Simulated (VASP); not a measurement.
# CaB2 (P6/mmm) in VASP: a series of runs

Aim: see how the results for CaB2 move with the level of theory and the settings. Levels: LDA, PBE, PBEsol. Tasks: band structure.

Everything below comes from runs of VASP 6.6.1. Logs are shortened: lines on timing, memory, paths and dates and some standing lists are left out, and cuts for length are marked.

### 1 The crystal as given

Symmetry: P6/mmm, No. 191, hexagonal system. Conventional cell: a = 3.226 Å, b = 3.226 Å, c = 4.067 Å, α = 90.00°, β = 90.00°, γ = 120.00°. Ca (site symmetry 6/mmm) is surrounded by 12 B at 2.76 Å. B (site symmetry -6m2) has 3 B at 1.86 Å as nearest neighbours.

The cell comes from a database or a generator and needn't be the stable form of this composition.

### 2 Band structure, LDA

File POSCAR:

```
CaB2
1.0
    3.2264302843      0.0000000000      0.0000000000
   -1.6132151421      2.7941705897      0.0000000000
    0.0000000000      0.0000000000      4.0673920000
Ca B
1 2
Direct
    0.0000000000      0.0000000000      0.0000000000
    0.6666666667      0.3333333333      0.5000000000
    0.3333333333      0.6666666667      0.5000000000
```

File INCAR.step1:

```
  ALGO = Fast
  EDIFF = 1E-6
  ENCUT = 520
  ISIF = 2
  ISMEAR = -1
  LASPH = T
  LCHARG = T
  LREAL = F
  LWAVE = F
  NELM = 60
  PREC = Accurate
  SIGMA = 0.05
```

File KPOINTS.step1:

```
k-points
0
Gamma
  9 9 7
```

File INCAR.step2:

```
  ALGO = Fast
  EDIFF = 1E-6
  ENCUT = 520
  ICHARG = 11
  ISIF = 2
  ISMEAR = 0
  LASPH = T
  LCHARG = F
  LREAL = F
  LWAVE = F
  NELM = 60
  PREC = Accurate
  SIGMA = 0.05
```

File KPOINTS.step2:

```
path GMKGALHA,LM,KH
10
line-mode
reciprocal
 0.0000000000  0.0000000000  0.0000000000  G
 0.5000000000  0.0000000000  0.0000000000  M

 0.5000000000  0.0000000000  0.0000000000  M
 0.3333333333  0.3333333333  0.0000000000  K

 0.3333333333  0.3333333333  0.0000000000  K
 0.0000000000  0.0000000000  0.0000000000  G

 0.0000000000  0.0000000000  0.0000000000  G
 0.0000000000  0.0000000000  0.5000000000  A

 0.0000000000  0.0000000000  0.5000000000  A
 0.5000000000  0.0000000000  0.5000000000  L

 0.5000000000  0.0000000000  0.5000000000  L
 0.3333333333  0.3333333333  0.5000000000  H

 0.3333333333  0.3333333333  0.5000000000  H
 0.0000000000  0.0000000000  0.5000000000  A

 0.5000000000  0.0000000000  0.5000000000  L
 0.5000000000  0.0000000000  0.0000000000  M

 0.3333333333  0.3333333333  0.0000000000  K
 0.3333333333  0.3333333333  0.5000000000  H
```

Potentials or basis: VASP PAW LDA potentials, release 64 (Ca_sv, B).

The run is started by

```bash
$ cat potpaw_LDA.64/Ca_sv/POTCAR potpaw_LDA.64/B/POTCAR > POTCAR
$ cp INCAR.step1 INCAR
$ cp KPOINTS.step1 KPOINTS
$ mpirun -np 1 vasp_std > vasp.out
$ cp INCAR.step2 INCAR
$ cp KPOINTS.step2 KPOINTS
$ mpirun -np 1 vasp_std > vasp.out
```

OUTCAR:

```text
EDIFF = 1E-6
   ENCUT = 520
   ICHARG = 11
   ISIF = 2
   ISMEAR = 0
   LASPH = T
   LREAL = F
   NELM = 60
   PREC = Accurate

 ion  position               nearest neighbor table
   1  0.000  0.000  0.000-
   2  0.667  0.333  0.500-   3 1.86   3 1.86   3 1.86
   3  0.333  0.667  0.500-   2 1.86   2 1.86   2 1.86

  LATTYP: Found a hexagonal cell.
 ALAT       =     3.2264302843
 C/A-ratio  =     1.2606477257

  Lattice vectors:

 A1 = (   3.2264302843,   0.0000000000,   0.0000000000)
 A2 = (  -1.6132151421,   2.7941705897,   0.0000000000)
 A3 = (   0.0000000000,   0.0000000000,   4.0673920000)

Analysis of symmetry for initial positions (statically):
=====================================================================
 Subroutine PRICEL returns:
 Original cell was already a primitive cell.

 Routine SETGRP: Setting up the symmetry group for a
 hexagonal supercell.

 Subroutine GETGRP returns: Found 24 space group operations
 (whereof 24 operations were pure point group operations)
 out of a pool of 24 trial point group operations.

The static configuration has the point symmetry D_6h.

Analysis of symmetry for dynamics (positions and initial velocities):
=====================================================================
 Subroutine PRICEL returns:
 Original cell was already a primitive cell.

 Routine SETGRP: Setting up the symmetry group for a
 hexagonal supercell.

 Subroutine GETGRP returns: Found 24 space group operations
 (whereof 24 operations were pure point group operations)
 out of a pool of 24 trial point group operations.

The dynamic configuration has the point symmetry D_6h.

 Subroutine INISYM returns: Found 24 space group operations
 (whereof 24 operations are pure point group operations),
 and found     1 'primitive' translations

----------------------------------------------------------------------------------------

                                     Primitive cell

  volume of cell :      36.6683

  direct lattice vectors                    reciprocal lattice vectors
     3.226430284  0.000000000  0.000000000     0.309940061  0.178943978  0.000000000
    -1.613215142  2.794170590  0.000000000     0.000000000  0.357887956  0.000000000
     0.000000000  0.000000000  4.067392000     0.000000000  0.000000000  0.245857788

  length of vectors
     3.226430284  3.226430284  4.067392000     0.357887956  0.357887956  0.245857788

  position of ions in fractional coordinates (direct lattice)
     0.000000000  0.000000000  0.000000000
     0.666666667  0.333333333  0.500000000
     0.333333333  0.666666667  0.500000000

  ion indices of the primitive-cell ions
   primitive index   ion index
                 1           1
                 2           2
                 3           3

----------------------------------------------------------------------------------------

 KPOINTS: path GMKGALHA,LM,KH

Interpolating k-points between supplied coordinates.

 Line segments in fractional coordinates (reciprocal lattice):
    0.000000  0.000000  0.000000  ...  0.500000  0.000000  0.000000
    0.500000  0.000000  0.000000  ...  0.333333  0.333333  0.000000
    0.333333  0.333333  0.000000  ...  0.000000  0.000000  0.000000
    0.000000  0.000000  0.000000  ...  0.000000  0.000000  0.500000
    0.000000  0.000000  0.500000  ...  0.500000  0.000000  0.500000
    0.500000  0.000000  0.500000  ...  0.333333  0.333333  0.500000
    0.333333  0.333333  0.500000  ...  0.000000  0.000000  0.500000
    0.500000  0.000000  0.500000  ...  0.500000  0.000000  0.000000
    0.333333  0.333333  0.000000  ...  0.333333  0.333333  0.500000

 Generated    10 points on each line segment, for a total of     90 k-points:

 Following reciprocal coordinates:
            Coordinates               Weight
  0.000000  0.000000  0.000000      0.011111
  0.055556  0.000000  0.000000      0.011111
  0.111111  0.000000  0.000000      0.011111
  0.166667  0.000000  0.000000      0.011111
  0.222222  0.000000  0.000000      0.011111
  0.277778  0.000000  0.000000      0.011111
[... 16 lines left out ...]
  0.259259  0.259259  0.000000      0.011111
  0.222222  0.222222  0.000000      0.011111
 [... further k-points ...]
   k-points           NKPTS =     90   k-points in BZ     NKDIM =     90   number of bands    NBANDS=     12
   number of dos      NEDOS =    301   number of ions     NIONS =      3
   total plane-waves  NPLWV =  17280
   dimension x,y,z NGX =    24 NGY =   24 NGZ =   30
   dimension x,y,z NGXF=    48 NGYF=   48 NGZF=   60
   ions per type =               1   2
   NGX,Y,Z   is equivalent  to a cutoff of  12.37, 12.37, 12.26 a.u.
   NGXF,Y,Z  is equivalent  to a cutoff of  24.73, 24.73, 24.52 a.u.
 SYSTEM =  unknown system
   PREC   = accura    normal or accurate (medium, high low for compatibility)
   ISTART =      0    job   : 0-new  1-cont  2-samecut
   ICHARG =     11    charge: 1-file 2-atom 10-const
   ISPIN  =      1    spin polarized calculation?
[... 75 lines left out ...]
     12      10.7309      0.00000

 k-point     2 :       0.0556    0.0000    0.0000
  band No.  band energies     occupation
      1     -34.6793      2.00000
      2     -15.9891      2.00000
      3     -15.7771      2.00000
      4     -15.7565      2.00000
      5      -5.6707      2.00000
      6       2.8069      2.00000
      7       4.6615      1.99994
      8       4.8272      0.50406
      9       4.9195      0.00104
     10       9.6861      0.00000
     11       9.8269      0.00000
     12      10.7071      0.00000

 k-point     3 :       0.1111    0.0000    0.0000
  band No.  band energies     occupation
      1     -34.6690      2.00000
      2     -15.9748      2.00000
      3     -15.8509      2.00000
      4     -15.7719      2.00000
      5      -5.5112      2.00000
      6       2.8144      2.00000
      7       4.0798      2.00000
      8       4.6703      1.99984
      9       5.1196      0.00000
     10       9.2751      0.00000
     11       9.8115      0.00000
     12      10.6074      0.00000

 k-point     4 :       0.1667    0.0000    0.0000
  band No.  band energies     occupation
      1     -34.6532      2.00000
      2     -15.9621      2.00000
      3     -15.9529      2.00000
      4     -15.7953      2.00000
      5      -5.2512      2.00000
      6       2.8321      2.00000
      7       3.2887      2.00000
      8       4.4415      2.00000
      9       5.4040      0.00000
     10       8.8452      0.00000
     11       9.9290      0.00000
     12      10.4637      0.00000

 k-point     5 :       0.2222    0.0000    0.0000
  band No.  band energies     occupation
      1     -34.6337      2.00000
      2     -16.0951      2.00000
      3     -15.9258      2.00000
      4     -15.8239      2.00000
      5      -4.8978      2.00000
      6       2.4018      2.00000
      7       2.8652      2.00000
      8       4.1795      2.00000
      9       5.6760      0.00000
     10       8.5870      0.00000
     11       9.9502      0.00000
     12      10.2158      0.00000
[... 228 lines left out ...]
      1     -34.5477      2.00000
      2     -16.3047      2.00000
      3     -16.3046      2.00000
      4     -15.8066      2.00000
      5      -1.1967      2.00000
      6      -1.1967      2.00000
      7       0.2914      2.00000
      8       4.5487      2.00000
      9       4.5487      2.00000
     10       8.3154      0.00000
     11       8.3154      0.00000
     12      10.8815      0.00000

 k-point    22 :       0.2963    0.2963    0.0000
  band No.  band energies     occupation
      1     -34.5505      2.00000
      2     -16.3779      2.00000
      3     -16.2087      2.00000
      4     -15.8104      2.00000
      5      -1.8480      2.00000
      6      -0.7228      2.00000
      7       0.5969      2.00000
      8       3.9923      2.00000
      9       5.2310      0.00000
     10       8.0002      0.00000
     11       8.3986      0.00000
     12      11.1116      0.00000

 k-point    23 :       0.2593    0.2593    0.0000
  band No.  band energies     occupation
      1     -34.5596      2.00000
      2     -16.4019      2.00000
      3     -16.1117      2.00000
      4     -15.8230      2.00000
      5      -2.6380      2.00000
      6      -0.1503      2.00000
      7       1.1988      2.00000
      8       3.5617      2.00000
      9       6.0330      0.00000
     10       7.8440      0.00000
     11       7.9973      0.00000
     12      11.5923      0.00000

 k-point    24 :       0.2222    0.2222    0.0000
  band No.  band energies     occupation
      1     -34.5753      2.00000
      2     -16.3693      2.00000
      3     -16.0199      2.00000
      4     -15.8447      2.00000
      5      -3.3899      2.00000
      6       0.5203      2.00000
      7       1.9110      2.00000
      8       3.2501      2.00000
      9       6.9391      0.00000
     10       7.4094      0.00000
     11       7.8476      0.00000
     12      11.8812      0.00000

 [... further k-points ...]

------------------------ aborting loop because EDIFF is reached ----------------------------------------

  FORCE on cell =-STRESS in cart. coord.  units (eV):
  Direction    XX          YY          ZZ          XY          YZ          ZX
  --------------------------------------------------------------------------------------
  -------------------------------------------------------------------------------------
  Total       -1.0024148     -1.0024148      0.3668848     -0.0000000      0.0000000      0.0000000
  in kB      -43.7992659    -43.7992659     16.0305747     -0.0000000      0.0000000      0.0000000
  external PRESSURE =     -23.8559857 kB  Pullay stress =       0.0000000 kB

 VOLUME and BASIS-vectors are now :
 -----------------------------------------------------------------------------
  energy-cutoff  :      520.00
  volume of cell :       36.67
      direct lattice vectors                 reciprocal lattice vectors
     3.226430284  0.000000000  0.000000000     0.309940061  0.178943978  0.000000000
    -1.613215142  2.794170590  0.000000000     0.000000000  0.357887956  0.000000000
     0.000000000  0.000000000  4.067392000     0.000000000  0.000000000  0.245857788

 POSITION                                       TOTAL-FORCE (eV/Angst)
 -----------------------------------------------------------------------------------
      0.00000      0.00000      0.00000        -0.000000      0.000000      0.000000
      1.61322      0.93139      2.03370         0.000000     -0.000000      0.000000
     -0.00000      1.86278      2.03370        -0.000000      0.000000      0.000000
 -----------------------------------------------------------------------------------
    total drift:                               -0.000000     -0.000000     -0.000000

  FREE ENERGIE OF THE ION-ELECTRON SYSTEM (eV)
  ---------------------------------------------------
  free  energy   TOTEN  =       -17.1187762519 eV

  energy  without entropy=      -17.1173308934  energy(sigma->0) =      -17.11805357
```

It took 49 s on 1 thread of Intel Xeon Platinum 8375C at 2.90GHz (Ice Lake), shared host; peak memory 0.16 GiB.

What came out:

```yaml
Band_gap_along_the_path: none (metal or under the smearing width)
```

Levels at the corners of the path, in eV from the Fermi level:
| point | band 6 | band 7 | band 8 | band 9 | band 10 | band 11 |
| --- | --- | --- | --- | --- | --- | --- |
| Γ | -1.69 | 0.35 | 0.39 | 0.39 | 5.37 | 5.37 |
| M | -6.24 | -1.36 | -1.12 | 0.96 | 3.20 | 5.28 |
| M | -6.24 | -1.36 | -1.12 | 0.96 | 3.20 | 5.28 |
| K | -5.69 | -4.21 | 0.05 | 0.05 | 3.82 | 3.82 |
| K | -5.69 | -4.21 | 0.05 | 0.05 | 3.82 | 3.82 |
| Γ | -1.69 | 0.35 | 0.39 | 0.39 | 5.37 | 5.37 |
| Γ | -1.69 | 0.35 | 0.39 | 0.39 | 5.37 | 5.37 |
| A | -4.62 | 0.96 | 0.96 | 3.33 | 4.06 | 4.07 |
| A | -4.62 | 0.96 | 0.96 | 3.33 | 4.06 | 4.07 |
| L | -5.34 | -1.65 | -0.86 | -0.61 | 5.22 | 5.69 |
| L | -5.34 | -1.65 | -0.86 | -0.61 | 5.22 | 5.69 |
| H | -6.02 | -3.35 | -0.30 | -0.30 | 5.80 | 6.72 |
| H | -6.02 | -3.35 | -0.30 | -0.30 | 5.80 | 6.72 |
| A | -4.62 | 0.96 | 0.96 | 3.33 | 4.06 | 4.06 |
| L | -5.34 | -1.65 | -0.86 | -0.61 | 5.22 | 5.69 |
| M | -6.24 | -1.36 | -1.12 | 0.96 | 3.20 | 5.28 |
| K | -5.69 | -4.21 | 0.05 | 0.05 | 3.82 | 3.82 |
| H | -6.02 | -3.35 | -0.30 | -0.30 | 5.80 | 6.72 |

Caveat: the log is that of the step along the path at fixed density, whose energy, stress, charges and moments have no meaning.

### 3 Band structure, PBE

POSCAR is that of step 2.

Edit INCAR.step1 of step 2 so:

```diff
@@ -3,2 +3,3 @@
   ENCUT = 520
+  GGA = PE
   ISIF = 2
```

KPOINTS.step1 is that of step 2.

Edit INCAR.step2 of step 2 so:

```diff
@@ -3,2 +3,3 @@
   ENCUT = 520
+  GGA = PE
   ICHARG = 11
```

KPOINTS.step2 is that of step 2.

Potentials or basis: VASP PAW PBE potentials, release 64 (Ca_sv, B).

The run is started by

```bash
$ cat potpaw_PBE.64/Ca_sv/POTCAR potpaw_PBE.64/B/POTCAR > POTCAR
$ cp INCAR.step1 INCAR
$ cp KPOINTS.step1 KPOINTS
$ mpirun -np 1 vasp_std > vasp.out
$ cp INCAR.step2 INCAR
$ cp KPOINTS.step2 KPOINTS
$ mpirun -np 1 vasp_std > vasp.out
```

Wall time 44 s (1 thread of Intel Xeon Platinum 8375C at 2.90GHz (Ice Lake), shared host); peak memory 0.17 GiB.

It converged, with:

```
Band gap along the path : none (metal or under the smearing width)
```

Levels at the corners of the path, in eV from the Fermi level:
| point | band 6 | band 7 | band 8 | band 9 | band 10 | band 11 |
| --- | --- | --- | --- | --- | --- | --- |
| Γ | -1.76 | 0.38 | 0.38 | 0.44 | 5.44 | 5.45 |
| M | -6.32 | -1.37 | -1.15 | 1.03 | 3.17 | 5.33 |
| M | -6.32 | -1.37 | -1.15 | 1.03 | 3.17 | 5.33 |
| K | -5.85 | -4.21 | 0.04 | 0.04 | 3.88 | 3.88 |
| K | -5.85 | -4.21 | 0.04 | 0.04 | 3.88 | 3.88 |
| Γ | -1.76 | 0.38 | 0.38 | 0.44 | 5.44 | 5.45 |
| Γ | -1.76 | 0.38 | 0.38 | 0.44 | 5.44 | 5.44 |
| A | -4.65 | 0.95 | 0.95 | 3.45 | 4.14 | 4.15 |
| A | -4.65 | 0.95 | 0.95 | 3.45 | 4.14 | 4.15 |
| L | -5.45 | -1.67 | -0.83 | -0.67 | 5.32 | 5.61 |
| L | -5.45 | -1.67 | -0.83 | -0.67 | 5.32 | 5.61 |
| H | -6.16 | -3.38 | -0.32 | -0.32 | 5.91 | 6.76 |
| H | -6.16 | -3.38 | -0.32 | -0.32 | 5.91 | 6.76 |
| A | -4.65 | 0.95 | 0.95 | 3.45 | 4.14 | 4.14 |
| L | -5.45 | -1.67 | -0.83 | -0.67 | 5.32 | 5.61 |
| M | -6.32 | -1.37 | -1.15 | 1.03 | 3.17 | 5.33 |
| K | -5.85 | -4.21 | 0.04 | 0.04 | 3.88 | 3.88 |
| H | -6.16 | -3.38 | -0.32 | -0.32 | 5.91 | 6.76 |

Caveat: the log is that of the step along the path at fixed density, whose energy, stress, charges and moments have no meaning.

### 4 Band structure, PBEsol

POSCAR is that of step 3.

Edit INCAR.step1 of step 3 so:

```diff
@@ -3,3 +3,3 @@
   ENCUT = 520
-  GGA = PE
+  GGA = PS
   ISIF = 2
```

KPOINTS.step1 is that of step 3.

Edit INCAR.step2 of step 3 so:

```diff
@@ -3,3 +3,3 @@
   ENCUT = 520
-  GGA = PE
+  GGA = PS
   ICHARG = 11
```

KPOINTS.step2 is that of step 3.

The run is started by

```bash
$ cat potpaw_PBE.64/Ca_sv/POTCAR potpaw_PBE.64/B/POTCAR > POTCAR
$ cp INCAR.step1 INCAR
$ cp KPOINTS.step1 KPOINTS
$ mpirun -np 1 vasp_std > vasp.out
$ cp INCAR.step2 INCAR
$ cp KPOINTS.step2 KPOINTS
$ mpirun -np 1 vasp_std > vasp.out
```

Wall time 51 s (1 thread of Intel Xeon Platinum 8375C at 2.90GHz (Ice Lake), shared host); peak memory 0.17 GiB.

It converged, with:

```
Band gap along the path : none (metal or under the smearing width)
```

Levels at the corners of the path, in eV from the Fermi level:
| point | band 6 | band 7 | band 8 | band 9 | band 10 | band 11 |
| --- | --- | --- | --- | --- | --- | --- |
| Γ | -1.73 | 0.38 | 0.41 | 0.41 | 5.47 | 5.47 |
| M | -6.32 | -1.37 | -1.12 | 0.99 | 3.19 | 5.34 |
| M | -6.32 | -1.37 | -1.12 | 0.99 | 3.19 | 5.34 |
| K | -5.80 | -4.24 | 0.05 | 0.05 | 3.86 | 3.86 |
| K | -5.80 | -4.24 | 0.05 | 0.05 | 3.86 | 3.86 |
| Γ | -1.73 | 0.38 | 0.41 | 0.41 | 5.47 | 5.47 |
| Γ | -1.73 | 0.38 | 0.41 | 0.41 | 5.47 | 5.47 |
| A | -4.66 | 0.98 | 0.98 | 3.42 | 4.15 | 4.15 |
| A | -4.66 | 0.98 | 0.98 | 3.42 | 4.15 | 4.16 |
| L | -5.42 | -1.65 | -0.86 | -0.65 | 5.30 | 5.60 |
| L | -5.42 | -1.65 | -0.86 | -0.65 | 5.30 | 5.60 |
| H | -6.12 | -3.39 | -0.32 | -0.32 | 5.87 | 6.80 |
| H | -6.12 | -3.39 | -0.32 | -0.32 | 5.87 | 6.80 |
| A | -4.66 | 0.98 | 0.98 | 3.42 | 4.15 | 4.15 |
| L | -5.42 | -1.65 | -0.86 | -0.65 | 5.30 | 5.60 |
| M | -6.32 | -1.37 | -1.12 | 0.99 | 3.19 | 5.34 |
| K | -5.80 | -4.24 | 0.05 | 0.05 | 3.86 | 3.86 |
| H | -6.12 | -3.39 | -0.32 | -0.32 | 5.87 | 6.80 |

Caveat: the log is that of the step along the path at fixed density, whose energy, stress, charges and moments have no meaning; the PAW data sets were made with another functional, which shifts forces and pressure a little.
